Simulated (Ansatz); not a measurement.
# Boltzmann transport of AlNi at constant τ

Method: DFT PBEsol, scalar-relativistic, plane waves, PAW (Ansatz). Settings: 420 eV plane-wave cutoff, Γ-centred 16×16×14 mesh, Fermi-Dirac smearing of 0.15 eV. No spin polarisation.

The cell, relaxed at this level:
```
CELL_PARAMETERS angstrom
2.02408 -2.02408 0.00000
2.02408 2.02408 0.00000
0.00000 0.00000 2.86475
ATOMIC_POSITIONS crystal
Al 0.00000 0.00000 0.00000
Ni 0.50000 0.50000 0.50000
```

In a metal these results depend on the k mesh and the smearing. Spin polarisation was left out, and a magnetic state may lie lower.

Constant relaxation time and rigid bands. The levels are interpolated over the whole zone and filled by a Fermi function at the stated temperature, with the chemical potential set by the electron count. Seebeck coefficients of a few μV/K are small differences and uncertain even in sign.

Problem. Give the Drude plasma energies, the density of states at the chemical potential and σ/τ at 300 K.

Solution.
```json
{
 "Plasma energy xx, yy, zz": "7.24, 7.24, 7.25 eV",
 "Density of states (thermally broadened)": "0.81 states/eV/cell",
 "Conductivity over τ, xx, yy, zz": "10.7, 10.7, 10.7 ×10²⁰ (Ω·m·s)⁻¹"
}
```

Problem. And the Seebeck coefficient (μV/K)?

Solution.
| T (K) | Sxx | Syy | Szz |
| --- | --- | --- | --- |
| 300 | -2.1 | -2.1 | -2.1 |
| 600 | -4.2 | -4.2 | -4.2 |
| 900 | -6.5 | -6.5 | -6.5 |

Whether AlNi exists in this form wasn't checked.

Cost: 1 run of about 1.3 core-minutes, on Intel Xeon Platinum 8488C (Sapphire Rapids) (shared hosts).